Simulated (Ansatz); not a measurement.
ZnSe (Stilleite):

```
Se Zn
1.0
     0.00000    2.83380    2.83380
     2.83380    0.00000    2.83380
     2.83380    2.83380    0.00000
Se Zn
1 1
Direct
  0.75000 0.75000 0.75000
  0.00000 0.00000 0.00000
```

Base run:

* Program: Ansatz 0.2.0
* Functional: PBEsol
* Potentials or basis: all-electron PAW datasets made for the crystal
* Cutoff: 220 eV (chosen from the basis error)
* k mesh: 8 × 8 × 8
* Occupations: fermi-dirac, width 0.05 eV
* Spin: no spin polarisation

Its results: band gap on the k mesh 1.17 eV, direct; pressure -1.1 GPa.

The run is repeated on the same cell with these changes: potentials or basis from all-electron PAW datasets made for the crystal to all-electron LAPW, non-relativistic; cutoff from 220 eV (chosen from the basis error) to 311 eV (chosen from the basis error). What comes out?

Band gap on the k mesh 1.73 eV, direct; pressure -0.1 GPa.

Caveats: relativity is left out, which matters for the heavier elements (some runs).

The runs don't all hold the same shells in valence.
